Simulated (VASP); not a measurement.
Crystal: BaO.

```
CELL_PARAMETERS angstrom
0.00000 2.76583 2.76583
2.76583 0.00000 2.76583
2.76583 2.76583 0.00000
ATOMIC_POSITIONS crystal
Ba 0.00000 0.00000 0.00000
O 0.50000 0.50000 0.50000
```

The cell is a database's computed one.

Base run:

```yaml
Program: VASP 6.6.1
Functional: PBEsol
Potentials_or_basis: VASP PAW PBE potentials, release 64 (Ba_sv, O)
Cutoff: 520 eV
k_mesh: 8 × 8 × 8
Occupations: gaussian, width 0.02 eV
Spin: no spin polarisation
```

Its results: band gap on the k mesh 1.85 eV, direct; pressure 0.1 GPa.

Question: The run is repeated on the same cell with these changes: functional from PBEsol to r2SCAN. What comes out?

Answer: Band gap on the k mesh 2.29 eV, direct; pressure 2.2 GPa.

r2SCAN gives the wider gap, since meta-GGAs in the generalised Kohn-Sham scheme recover part of the derivative discontinuity.

Caveats: the PAW data sets were made with another functional, which shifts forces and pressure a little; spin-orbit coupling is left out, which moves the levels of the heavy elements.
